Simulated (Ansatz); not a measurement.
## Mg started in the widest void in diamond Si, 129 atoms, charge +2

All numbers come from Ansatz (PAW, plane waves, no spin–orbit coupling) at the single k point (¼, ¼, ¼) without its symmetry partners. The atoms were relaxed with PBEsol in a fixed cell; other functionals are single points on those atoms unless said otherwise. The valence top and gap of the host come from its small cell on a dense mesh, with the band extrema sought between the mesh points, lined up by the mean potential, PBEsol gap 0.46 eV, HSE06 gap 1.13 eV. The charge correction uses an assumed dielectric constant of 11.7.

Relaxed structure:

```xyz
129
Lattice="0.0000 10.8656 10.8656 10.8656 0.0000 10.8656 10.8656 10.8656 0.0000" Properties=species:S:1:pos:R:3 pbc="T T T"
Si   21.7290   10.8686   10.8671
Si   10.8802    5.4517   16.2851
Si    5.4467   10.8853   16.2848
Si    5.4279    5.4330    0.0053
Si    5.4324    5.4372    5.4259
Si    5.4530    5.4579   10.8528
Si    5.4273   10.8591    5.4332
Si    5.4237   10.8700   10.8647
Si   10.8543    5.4322    5.4329
Si   10.8653    5.4286   10.8646
Si   10.8422   10.8467    5.4156
Si   10.7811   10.7858   10.9468
Si   10.8663   10.8711   16.3072
Si   10.8485   16.3161   10.8840
Si   16.3115   10.8532   10.8839
Si   16.2958   16.3004   16.3074
Si    1.3569    1.3615    1.3568
Si    1.3555    6.8052    6.7966
Si    6.8005    1.3602    6.7965
Si    6.7882    6.7928    1.3577
Si    6.7863    6.7910    6.7924
Si    6.7947    6.7993   12.2391
Si    6.7758   12.2279    6.7934
Si    6.7798   12.2248   12.2253
Si   12.2228    6.7806    6.7934
Si   12.2201    6.7844   12.2254
Si   12.2175   12.2225    6.7402
Si   12.2256   12.2303   12.2780
Si   12.2236   12.2283   17.6653
Si   12.2270   17.6718   12.2266
Si   17.6671   12.2317   12.2267
Si   17.6581   17.6632   17.6562
Si   13.5783    2.7174   10.8664
Si    2.7281    2.7324    5.4204
Si    2.7179    8.1504    5.4334
Si    2.7136    8.1602   10.8668
Si    8.1459    2.7226    5.4336
Si    8.1556    2.7182   10.8668
Si    8.1461    8.1504    0.0055
Si    8.1357    8.1400    5.4231
Si    8.1301    8.1350   10.8469
Si    8.1522    8.1567   16.3055
Si   18.9959   13.5637   16.2838
Si    8.1329   13.5979   10.8813
Si   13.5590   19.0003   16.2840
Si   13.5937    8.1371   10.8813
Si   13.6732   13.6778   10.9608
Si   13.5792   13.5835   16.3090
Si    4.0702    4.0752    1.3580
Si    4.0790    4.0834    6.7876
Si    4.0684    9.5120    6.7949
Si    4.0740    9.5136   12.2268
Si    9.5074    4.0734    6.7950
Si    9.5094    4.0784   12.2267
Si    9.5072    9.5120    1.3564
Si    9.4939    9.4985    6.7812
Si    9.4366    9.4414   12.2940
Si    9.5096    9.5142   17.6624
Si    9.4364   15.0112    6.7246
Si    9.5004   14.9489   12.2318
Si   15.0062    9.4418    6.7245
Si   14.9445    9.5048   12.2316
Si   15.0197   15.0245   12.3076
Si   14.9397   14.9443   17.6618
Si    2.7120    0.0040    2.7113
Si    2.7175    5.4327    2.7159
Si    2.7312    5.4504    8.1359
Si   13.5790   10.8682   19.0171
Si    8.1545    0.0051    8.1536
Si    8.1386    5.4371    2.7199
Si    8.1453    5.4321    8.1420
Si    8.1551    5.4345   13.5829
Si    8.1452   10.8591    2.7151
Si    8.1283   10.8468    8.1294
Si    8.1314   10.8849   13.6004
Si   18.9966   16.3173   19.0336
Si   13.5774    5.4281    8.1526
Si   13.6592   10.7858    8.0687
Si   13.5969   10.8533   13.5988
Si   13.5652   16.3236   13.6066
Si    4.0721    1.3596    4.0671
Si    4.0701    6.7931    4.0754
Si    4.0735    6.8065    9.5145
Si    4.0687   12.2275    9.5102
Si    9.5118    1.3628    9.5112
Si    9.5050    6.7910    4.0735
Si    9.5053    6.7809    9.5105
Si    9.5030    6.7973   14.9461
Si    9.5054   12.2278    4.0636
Si    9.4527   12.2222    9.5052
Si    9.5088   12.2259   14.9535
Si    9.5089   17.6707    9.5084
Si   14.9376    6.7845    9.5076
Si   14.9904   12.2306    9.5131
Si   14.9391   12.2317   14.9549
Si   14.9512   17.6654   14.9480
Si   10.8654    2.7167   13.5771
Si   10.8663    8.1592   19.0194
Si    5.4282    2.7227    2.7156
Si    5.4460    2.7358    8.1362
Si    5.4327    8.1434    2.7201
Si    5.4274    8.1501    8.1419
Si    5.4301    8.1596   13.5833
Si   16.2892   13.5824   19.0186
Si   10.8637    2.7184    8.1513
Si   10.8546    8.1502    2.7149
Si   10.8421    8.1333    8.1298
Si   10.8802    8.1364   13.6003
Si   10.7810   13.6643    8.0686
Si   10.8488   13.6016   13.5990
Si   16.3124   19.0020   19.0335
Si   16.3188   13.5699   13.6066
Si    1.3547    4.0768    4.0679
Si    1.3579    9.5167    9.5118
Si    6.7882    4.0749    4.0758
Si    6.8018    4.0783    9.5149
Si    6.7864    9.5097    4.0742
Si    6.7761    9.5102    9.5105
Si    6.7926    9.5078   14.9465
Si    6.7799   14.9423    9.5084
Si   12.2229    4.0734    9.5103
Si   12.2233    9.5099    4.0637
Si   12.2178    9.4573    9.5058
Si   12.2211    9.5136   14.9535
Si   12.2261   14.9952    9.5133
Si   12.2272   14.9437   14.9552
Si   17.6663    9.5133    9.5086
Si   17.6609   14.9559   14.9480
Mg   12.2274   12.2322    9.5143
```

Chemical potentials μ are those of reference phases of the elements at zero temperature by the same functional (the usual solids, diamond for C, grey Sn, and the molecules H2, N2, O2, F2, Cl2, Br2 and S8).

| functional | E(defect) − E(host) − Σ nμ + q·E_VBM (eV) | monopole (eV) | alignment (eV) | formation energy at E_F = VBM (eV) | moment (μB) | wall time, shared host |
| --- | --- | --- | --- | --- | --- | --- |
| PBEsol | 0.74 | 0.52 | 0.00 | 1.26 | 0 (no spin) | 6.2 s on NVIDIA GB200 (relaxation) |

Task: Estimate the formation energy and moment that HSE06 gives on these atoms.

Result: 0.86 eV at E_F = VBM (0.32 eV before the monopole term 0.52 eV and the alignment 0.02 eV), moment 0 (no spin).

HSE06 one-electron levels near the gap (the ten most localised at most), from the host's valence top, not corrected for the charge's images:

```csv
level (eV),spin,filling,atoms sharing it,element of the atom with most weight
-0.05,both,2.00,124.9,spread
-0.05,both,2.00,124.9,spread
1.24,both,0.00,70.3,spread
1.34,both,0.00,113.9,spread
1.34,both,0.00,113.9,spread
```

One k point and a cell of this size can leave errors of several tenths of an eV in such numbers.
